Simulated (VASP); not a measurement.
# Ti (P6/mmm) in VASP: a series of runs

One crystal, Ti, is run at these levels: PBE; tasks: single point.

Program: VASP 6.6.1. These are calculated values, not measurements. Logs are shortened: lines on timing, memory, paths and dates and some standing lists are left out, and cuts for length are marked.

## Step 1: The crystal as given

It takes space group P6/mmm (No. 191, hexagonal). Conventional cell: a = 4.567 Å, b = 4.567 Å, c = 2.826 Å, α = 90.00°, β = 90.00°, γ = 120.00°. Around Ti (site symmetry -6m2) lie 11 Ti at 2.64 to 2.99 Å. Ti (site symmetry 6/mmm) is surrounded by 14 Ti at 2.83 to 2.99 Å.

This isn't the form of Ti at room conditions, which is hcp.

## Step 2: Single point, PBE

INCAR reads:

```
SYSTEM = Ti
PREC     = Accurate       ! precision mode
ENCUT    = 400            ! plane-wave cutoff, eV
EDIFF    = 1E-6           ! SCF threshold, eV
ISMEAR   = 0              ! smearing method
SIGMA    = 0.1            ! smearing width, eV
LREAL    = .False.        ! projectors in reciprocal space
LASPH    = .True.         ! aspherical terms in the spheres
NELM     = 100            ! most SCF steps
ALGO     = Normal         ! electronic algorithm
ISIF     = 2              ! what is computed and relaxed
LWAVE    = .False.        ! write WAVECAR
LCHARG   = .False.        ! write CHGCAR
GGA      = PE             ! functional
NBANDS   = 13             ! bands
ADDGRID  = .False.
```

KPOINTS reads:

```
Automatic mesh
0
Gamma
  5 5 7
  0 0 0
```

POSCAR reads:

```
Ti
1.0
    4.5673748306      0.0000000000      0.0000000000
   -2.2836874153      3.9554626319      0.0000000000
    0.0000000000      0.0000000000      2.8262442700
Ti
3
Direct
    0.6666666667      0.3333333333      0.5000000000
    0.3333333333      0.6666666667      0.5000000000
    0.0000000000      0.0000000000      0.0000000000
```

Potentials or basis: VASP PAW PBE potentials, release 64 (Ti).

The run is started by

```console
$ cat potpaw_PBE.64/Ti/POTCAR > POTCAR
$ mpirun -np 1 vasp_std > vasp.out
```

OUTCAR:

```text
SYSTEM = Ti
   PREC = Accurate
   ENCUT = 400
   EDIFF = 1E-6
   ISMEAR = 0
   LREAL = .False.
   LASPH = .True.
   NELM = 100
   ISIF = 2
   GGA = PE

 Found     20 irreducible k-points:

 Following reciprocal coordinates:
            Coordinates               Weight
  0.000000  0.000000  0.000000      1.000000
  0.200000  0.000000  0.000000      6.000000
  0.400000  0.000000  0.000000      6.000000
  0.200000  0.200000  0.000000      6.000000
  0.400000  0.200000  0.000000      6.000000
  0.000000  0.000000  0.142857      2.000000
   k-points           NKPTS =     20   k-points in BZ     NKDIM =     20   number of bands    NBANDS=     13
   number of dos      NEDOS =    301   number of ions     NIONS =      3
   total plane-waves  NPLWV =  16200
   dimension x,y,z NGX =    30 NGY =   30 NGZ =   18
   dimension x,y,z NGXF=    60 NGYF=   60 NGZF=   36
   ions per type =               3
   NGX,Y,Z   is equivalent  to a cutoff of  10.92, 10.92, 10.59 a.u.
   NGXF,Y,Z  is equivalent  to a cutoff of  21.84, 21.84, 21.18 a.u.
 SYSTEM =  Ti
   PREC   = accura    normal or accurate (medium, high low for compatibility)
   ISTART =      0    job   : 0-new  1-cont  2-samecut
   ICHARG =      2    charge: 1-file 2-atom 10-const
   ISPIN  =      1    spin polarized calculation?
   LNONCOLLINEAR =      F non collinear calculations
   LSORBIT =      F    spin-orbit coupling
   LASPH  =      T    aspherical Exc in radial PAW
   ENCUT  =  400.0 eV  29.40 Ry    5.42 a.u.   7.45  7.45  4.61*2*pi/ulx,y,z
   NELM   =    100;   NELMIN=  2; NELMDL= -5     # of ELM steps
   EDIFF  = 0.1E-05   stopping-criterion for ELM
   LREAL  =      F    real-space projection
   EDIFFG = 0.1E-04   stopping-criterion for IOM
   NSW    =      0    number of steps for IOM
   IBRION =     -1    ionic relax: 0-MD 1-quasi-New 2-CG
   NFREE  =      0    steps in history (QN), initial steepest desc. (CG)
   ISIF   =      2    stress and relaxation
   ISYM   =      2    0-nonsym 1-usesym 2-fastsym
   POTIM  = 0.5000    time-step for ionic-motion
   TEBEG  =    0.0;   TEEND  =   0.0 temperature during run
   PSTRESS=    0.0 pullay stress
   NELECT =      12.0000    total number of electrons
   NUPDOWN=      -1.0000    fix difference up-down
   EMIN   =  10.00;   EMAX   =-10.00  energy-range for DOS
   EFERMI =   0.00;   METHOD = LEGACY
   ISMEAR =     0;   SIGMA  =   0.10  broadening in eV -4-tet -1-fermi 0-gaus
   EFERMI_NEDOS =   21; number of points for ismear=-14 and -15
   IALGO  =     38    algorithm
   IMIX   =      4    mixing-type and parameters
     AMIX     =   0.40;   BMIX     =  1.00
     AMIX_MAG =   1.60;   BMIX_MAG =  1.00
  volume/ion in A,a.u.               =      17.02       114.85
  Fermi-wavevector in a.u.,A,eV,Ry     =   1.010285  1.909162 13.887145  1.020676
  Thomas-Fermi vector in A             =   2.143265
   LORBIT       =      0    0 simple, 1 ext, 2 COOP (PROOUT), +10 PAW based schemes
   GGA     = PE    functional components
   LHFCALC =     F    Hartree Fock is set to
   AEXX    =    0.0000 exact exchange contribution
   IVDW    =     0    specifies the selected vdW correction
   LEPSILON=     F    determine dielectric tensor
   LRPA    =     F    only Hartree local field effects (RPA)
 non-spin polarized calculation
 Gauss-broadening in eV      SIGMA  =   0.10
  energy-cutoff  :      400.00
  volume of cell :       51.06
 maximum number of plane-waves:       945
 NGX is ok and might be reduce to    30
   NGX = 15   NGY = 15   NGZ =  9

 number of electron      12.0000003 magnetization

 Free energy of the ion-electron system (eV)
  ---------------------------------------------------
  ext. energy  EPLUGINS =         0.00000000
  ---------------------------------------------------
  free energy    TOTEN  =       -23.32176666 eV

  energy without entropy =      -23.30272644  energy(sigma->0) =      -23.31224655

 E-fermi :   3.0264     XC(G=0): -11.1543

 val. band max:        3.0128528804   @ k =   0.4000   0.0000   0.1429
 cond. band min:       3.0467928949   @ k =   0.2000   0.0000   0.0000
 fundamental gap:      0.0339400144
 Fermi energy:         3.0264343038

 k-point     1 :       0.0000    0.0000    0.0000
  band No.  band energies     occupation
      1      -2.9678      2.00000
      2       1.1192      2.00000
      3       2.3453      2.00000
      4       2.3453      2.00000
      5       2.4444      2.00000
      6       2.4444      2.00000
      7       3.0470      0.77116
      8       3.7225      0.00000
      9       4.3156      0.00000
     10       4.3156      0.00000
     11       4.8334      0.00000
     12       4.9464      0.00000
     13       4.9470      0.00000

 k-point     2 :       0.2000    0.0000    0.0000
  band No.  band energies     occupation
      1      -2.5107      2.00000
      2       1.0424      2.00000
      3       1.5688      2.00000
      4       2.1342      2.00000
      5       2.2105      2.00000
      6       3.0468      0.77341
      7       3.2891      0.00020
      8       3.7432      0.00000
      9       4.0211      0.00000
     10       4.3859      0.00000
     11       4.5320      0.00000
     12       4.6407      0.00000
     13       5.4868      0.00000

 k-point     3 :       0.4000    0.0000    0.0000
  band No.  band energies     occupation
      1      -1.2807      2.00000
      2       0.2636      2.00000
      3       0.5879      2.00000
      4       2.3548      2.00000
      5       2.4942      2.00000
      6       2.9935      1.35854
      7       3.2953      0.00014
      8       3.6129      0.00000
      9       3.9724      0.00000
     10       4.1024      0.00000
     11       4.7060      0.00000
     12       5.3772      0.00000
     13       5.3946      0.00000

 k-point     4 :       0.2000    0.2000    0.0000
  band No.  band energies     occupation
      1      -1.6761      2.00000
      2       0.5650      2.00000
      3       0.8468      2.00000
      4       2.1779      2.00000
      5       2.7068      1.99999
      6       2.9931      1.36258
      7       3.5039      0.00000
      8       3.5679      0.00000
      9       3.5817      0.00000
     10       4.3518      0.00000
     11       4.3698      0.00000
     12       5.1180      0.00000
     13       5.5828      0.00000

 k-point     5 :       0.4000    0.2000    0.0000
  band No.  band energies     occupation
      1      -0.4561      2.00000
      2      -0.2889      2.00000
      3       0.3249      2.00000
      4       2.6903      2.00000
      5       2.7321      1.99997
      6       2.8797      1.96197
      7       3.2449      0.00200
      8       3.3178      0.00004
      9       3.7409      0.00000
     10       4.2580      0.00000
     11       4.7618      0.00000
     12       4.8486      0.00000
     13       5.6662      0.00000

 k-point     6 :       0.0000    0.0000    0.1429
  band No.  band energies     occupation
      1      -2.5135      2.00000
      2       1.4526      2.00000
      3       2.0613      2.00000
      4       2.0613      2.00000
      5       2.2356      2.00000
      6       2.2356      2.00000
      7       3.6402      0.00000
      8       4.1115      0.00000
      9       4.2198      0.00000
     10       4.2198      0.00000
     11       4.7593      0.00000
     12       4.7593      0.00000
     13       5.2107      0.00000

 [... further k-points ...]
[... 5 lines left out ...]
  --------------------------------------------------------------------------------------
  -------------------------------------------------------------------------------------
  Total       -0.4038219     -0.4038219     -0.2493672      0.0000000      0.0000000     -0.0000000
  in kB      -12.6714647    -12.6714647     -7.8248547      0.0000000      0.0000000     -0.0000000
  external PRESSURE =     -11.0559281 kB  Pullay stress =       0.0000000 kB

 VOLUME and BASIS-vectors are now :
 -----------------------------------------------------------------------------
  energy-cutoff  :      400.00
  volume of cell :       51.06
      direct lattice vectors                 reciprocal lattice vectors
     4.567374831  0.000000000  0.000000000     0.218944150  0.126407464  0.000000000
    -2.283687415  3.955462632  0.000000000     0.000000000  0.252814928  0.000000000
     0.000000000  0.000000000  2.826244270     0.000000000  0.000000000  0.353826458

 POSITION                                       TOTAL-FORCE (eV/Angst)
 -----------------------------------------------------------------------------------
      2.28369      1.31849      1.41312        -0.000000      0.000000      0.000000
     -0.00000      2.63698      1.41312         0.000000     -0.000000      0.000000
      0.00000      0.00000      0.00000         0.000000      0.000000      0.000000
 -----------------------------------------------------------------------------------
    total drift:                               -0.000000      0.000000      0.000000

  FREE ENERGIE OF THE ION-ELECTRON SYSTEM (eV)
  ---------------------------------------------------
  free  energy   TOTEN  =       -23.3217666553 eV

  energy  without entropy=      -23.3027264416  energy(sigma->0) =      -23.31224655
```

Wall time 8.7 s (1 thread of Intel Xeon Platinum 8488C (Sapphire Rapids), shared host); peak memory 0.14 GiB.

These settings aren't checked as converged: the numbers below hold their error.

Results:

| Quantity | Value |
| --- | --- |
| Free energy | -23.3218 eV |
| Pressure | -1.1 GPa |
| Band gap on the k mesh | none (metal or under the smearing width) |

## Step 3: Single point, PBE

INCAR is that of step 2.

KPOINTS is that of step 2.

POSCAR reads:

```
Ti
1.0
    4.5673748306      0.0000000000      0.0000000000
   -2.2836874153      3.9554626319      0.0000000000
    0.0000000000      0.0000000000      2.8262442700
Ti
3
Direct
    0.6535550000      0.3369470000      0.4982190000
    0.3492570000      0.6782810000      0.5288300000
    0.0014220000     -0.0021490000     -0.0037100000
```

Potentials or basis: VASP PAW PBE potentials, release 64 (Ti).

The run is started by

```console
$ cat potpaw_PBE.64/Ti/POTCAR > POTCAR
$ mpirun -np 1 vasp_std > vasp.out
```

It took 36 s on 1 thread of Intel Xeon Platinum 8488C (Sapphire Rapids), shared host; peak memory 0.16 GiB.

These settings aren't checked as converged: the numbers below hold their error.

Results:

- Free energy: -23.2919 eV
- Pressure: -0.8 GPa
- Largest force: 0.344 eV/Å
- Band gap on the k mesh: none (metal or under the smearing width)

## Step 4: Single point, PBE

INCAR: that of step 3 with these lines changed.

```diff
@@ -5,3 +5,3 @@
 ISMEAR   = 0              ! smearing method
-SIGMA    = 0.1            ! smearing width, eV
+SIGMA    = 0.05           ! smearing width, eV
 LREAL    = .False.        ! projectors in reciprocal space
```

KPOINTS is that of step 3.

POSCAR reads:

```
Ti
1.0
    4.5673748306      0.0000000000      0.0000000000
   -2.2836874153      3.9554626319      0.0000000000
    0.0000000000      0.0000000000      2.8262442700
Ti
3
Direct
    0.6666666667      0.3333333333      0.5000000000
    0.3333333333      0.6666666667      0.5000000000
    0.0000000000      0.0000000000      0.0000000000
```

The run is started by

```console
$ cat potpaw_PBE.64/Ti/POTCAR > POTCAR
$ mpirun -np 1 vasp_std > vasp.out
```

Wall time 13 s (1 thread of Intel Xeon Platinum 8488C (Sapphire Rapids), shared host); peak memory 0.14 GiB.

These settings aren't checked as converged: the numbers below hold their error.

What came out:

* Free energy: -23.3137 eV
* Pressure: -1.1 GPa
* Band gap on the k mesh: none (metal or under the smearing width)

## Step 5: Single point, PBE

INCAR is that of step 4.

KPOINTS is that of step 4.

POSCAR reads:

```
Ti
1.0
    4.5673748306      0.0000000000      0.0000000000
   -2.2836874153      3.9554626319      0.0000000000
    0.0000000000      0.0000000000      2.8262442700
Ti
3
Direct
    0.6535550000      0.3369470000      0.4982190000
    0.3492570000      0.6782810000      0.5288300000
    0.0014220000     -0.0021490000     -0.0037100000
```

Potentials or basis: VASP PAW PBE potentials, release 64 (Ti).

The run is started by

```console
$ cat potpaw_PBE.64/Ti/POTCAR > POTCAR
$ mpirun -np 1 vasp_std > vasp.out
```

OUTCAR:

```text
SYSTEM = Ti
   PREC = Accurate
   ENCUT = 400
   EDIFF = 1E-6
   ISMEAR = 0
   LREAL = .False.
   LASPH = .True.
   NELM = 100
   ISIF = 2
   GGA = PE

 Found     88 irreducible k-points:

 Following reciprocal coordinates:
            Coordinates               Weight
  0.000000  0.000000  0.000000      1.000000
  0.200000  0.000000  0.000000      2.000000
  0.000000  0.200000  0.000000      2.000000
 -0.200000  0.200000  0.000000      2.000000
  0.400000  0.000000  0.000000      2.000000
  0.000000  0.400000  0.000000      2.000000
   k-points           NKPTS =     88   k-points in BZ     NKDIM =     88   number of bands    NBANDS=     13
[... 169 lines left out ...]

 [... further k-points ...]
[... 5 lines left out ...]
  --------------------------------------------------------------------------------------
  -------------------------------------------------------------------------------------
  Total       -0.3329887     -0.3991516     -0.0799658      0.0555327      0.0440552      0.0430689
  in kB      -10.4488001    -12.5249150     -2.5092329      1.7425534      1.3824006      1.3514529
  external PRESSURE =      -8.4943160 kB  Pullay stress =       0.0000000 kB

 VOLUME and BASIS-vectors are now :
 -----------------------------------------------------------------------------
  energy-cutoff  :      400.00
  volume of cell :       51.06
      direct lattice vectors                 reciprocal lattice vectors
     4.567374831  0.000000000  0.000000000     0.218944150  0.126407464  0.000000000
    -2.283687415  3.955462632  0.000000000     0.000000000  0.252814928  0.000000000
     0.000000000  0.000000000  2.826244270     0.000000000  0.000000000  0.353826458

 POSITION                                       TOTAL-FORCE (eV/Angst)
 -----------------------------------------------------------------------------------
      2.21555      1.33278      1.40809         0.235607     -0.002196     -0.009954
      0.04621      2.68292      1.49460        -0.207140     -0.061689     -0.255098
     -2.27228      3.94696      2.81576        -0.028467      0.063884      0.265052
 -----------------------------------------------------------------------------------
    total drift:                               -0.000047      0.000006      0.000017

  FREE ENERGIE OF THE ION-ELECTRON SYSTEM (eV)
  ---------------------------------------------------
  free  energy   TOTEN  =       -23.2823320530 eV

  energy  without entropy=      -23.2744543127  energy(sigma->0) =      -23.27839318
```

Wall time 40 s (1 thread of Intel Xeon Platinum 8488C (Sapphire Rapids), shared host); peak memory 0.16 GiB.

The run converged, but some of its settings lie outside the range that counts as converged, so its numbers aren't taken as properties of the crystal.

Results:

- Free energy: -23.2823 eV
- Pressure: -0.8 GPa
- Largest force: 0.334 eV/Å
- Band gap on the k mesh: none (metal or under the smearing width)

## Step 6: The reference run

An earlier run on the cell as given: functional PBEsol; potentials or basis VASP PAW PBE potentials, release 64 (Ti_sv); cutoff 520 eV; k mesh 7 × 7 × 9; occupations fermi-dirac, width 0.05 eV; no spin polarisation.

- Pressure: -3.9 GPa
- Band gap on the k mesh: none (metal or under the smearing width)
